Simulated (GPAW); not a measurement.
NaF (Villiaumite):

```xyz
2
Lattice="0.0000 2.3200 2.3200 2.3200 0.0000 2.3200 2.3200 2.3200 0.0000" Properties=species:S:1:pos:R:3 pbc="T T T"
Na    0.0000    0.0000    0.0000
F     2.3200    2.3200    2.3200
```

- Program: GPAW 26.7.0
- Task: single point
- Functional: PBEsol
- Potentials or basis: PAW data sets generated in the run's folder for this functional
- Cutoff: 800 eV
- Basis: pw
- k mesh: 10 × 10 × 10
- Occupations: fermi-dirac, width 0.05 eV
- Spin: no spin polarisation

On this cell: pressure -1.1 GPa; largest force zero by symmetry; band gap on the k mesh 6.16 eV, direct.

The same run follows on a disturbed copy (atoms moved at random, drawn with an rms of 0.05 Å):

```xyz
2
Lattice="0.0000 2.3200 2.3200 2.3200 0.0000 2.3200 2.3200 2.3200 0.0000" Properties=species:S:1:pos:R:3 pbc="T T T"
Na    0.0383    0.0104    0.0064
F     2.2983    2.2892    2.3261
```

Q: What does the disturbed cell give?

A: The energy moves by +3.1 meV/atom; pressure -1.0 GPa; largest force 0.171 eV/Å; band gap on the k mesh 6.16 eV, direct.

Forces in eV/Å, atoms in the order of the input:
```
Na  -0.142 -0.095 -0.001
F    0.142  0.095  0.001
```

Stress tensor (GPa, compression positive):
```
-0.74 -0.07  0.00
-0.07 -0.97  0.00
 0.00  0.00 -1.17
```

A k mesh can miss the band edges.
